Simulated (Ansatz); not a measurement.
# BP (F-43m): scan of the energy under strain

The task is a scan of the energy under strain, for BP (F-43m).

All numbers are computed with the Python package of Ansatz 0.2.0. Level of theory: DFT PBE, plane waves, PAW.

### 1 The structure

The structure is cubic, space group F-43m (No. 216). The conventional cell has a = 4.538 Å, b = 4.538 Å, c = 4.538 Å, α = 90.00°, β = 90.00°, γ = 90.00°. B (site symmetry -43m) is surrounded by 4 P at 1.97 Å. Around P (site symmetry -43m) lie 4 B at 1.97 Å.

No structure file is read: the coordinates are typed or built in the script.

### 2 Script

run_strain.py reads:

```python
'''Energy of BP under uniaxial strain, ions carried with the cell.'''

import ansatz
import matplotlib.pyplot as plt
import numpy as np

VECTORS = np.array([
    [0.0, 2.269, 2.269],
    [2.269, 0.0, 2.269],
    [2.269, 2.269, 0.0],
])
SITES = [
    ('B', (0.0, 0.0, 0.0)),
    ('P', (0.25, 0.25, 0.25)),
]


def build(cell):
    crystal = ansatz.Crystal(lattice=ansatz.Lattice.of(cell))
    for symbol, position in SITES:
        crystal = crystal.atom(symbol, position)
    return crystal

# clamped ions: the fractional positions stay as typed
values = np.linspace(-0.03, 0.03, 7)
energies = []
for d in values:
    strain = np.diag([0, 0, d])
    cell = VECTORS @ (np.eye(3) + strain)
    job = (
        build(cell).calculation()
        .pseudopotentials('paw')
        .occupations('fermi_dirac', width=0.05)
        .basis(520)
        .kpoints(7, 7, 7)
        .stress()
    )
    r = job.run(threads=1).report
    energies.append(r['free_energy_ev'] / len(SITES))
    s = r['stress_gpa']
    print(f'd = {d:+.4f}  stress xx yy zz xy (GPa, compression positive): {s[0][0]:8.3f} {s[1][1]:8.3f} {s[2][2]:8.3f} {s[0][1]:8.3f}')
energies = np.array(energies)

for value, e in zip(values, energies):
    print(f'strain {value:7.3f}   E - Emin = {1000 * (e - energies.min()):9.3f} meV/atom')
plt.figure(figsize=(4.5, 3))
plt.plot(values, 1000 * (energies - energies.min()), 'o-')
plt.xlabel('strain')
plt.ylabel('meV/atom')
plt.tight_layout()
plt.savefig('strain.png', dpi=100)
curvature = 2 * np.polyfit(values, energies, 3)[1]
volume = abs(np.linalg.det(VECTORS)) / len(SITES)
print(f'd2E/dd2 over the volume: {curvature / volume * 160.21766:.1f} GPa')
```

### 3 The calls as engine input

The package turns the script's settings into the engine's input (first run):

```yaml
crystal:
  lattice:
    - [0.0, 2.269, 2.20093]
    - [2.269, 0.0, 2.20093]
    - [2.269, 2.269, 0.0]
  atoms:
    - { symbol: B, position: [0.0, 0.0, 0.0] }
    - { symbol: P, position: [0.25, 0.25, 0.25] }
basis:
  ecutwfc: 520.0
kpoints:
  mp_grid:
    grid: [7, 7, 7]
hamiltonian:
  pseudopotentials:
    kind: paw
scf:
  occupations:
    method: fermi_dirac
    width: 0.05
output:
  stress: true
```

### 4 Launch

Command:

```bash
$ python run_strain.py
```

**Question.** How much energy does this uniaxial strain cost, and what curvature follows?

**Answer**, as computed:

| quantity | value |
| --- | --- |
| curvature under the strain | 344.2 GPa |
| runs compared | 7 |
| range of energy | 14.09 meV/atom |
| lowest point, strain | 0.000 |

**Reading.** Against the unstrained cell the energy per atom changes by +14.09 meV at one end of the scan and +8.50 meV at the other, and its second derivative over the volume is 344.2 GPa. Reading the output:
- The curvature belongs to this strain pattern and to the cell's stress; it equals a single elastic constant only for simple patterns.
- No functional is typed, so the default, PBE, holds.
- The ions keep their fractional positions (clamped ions).
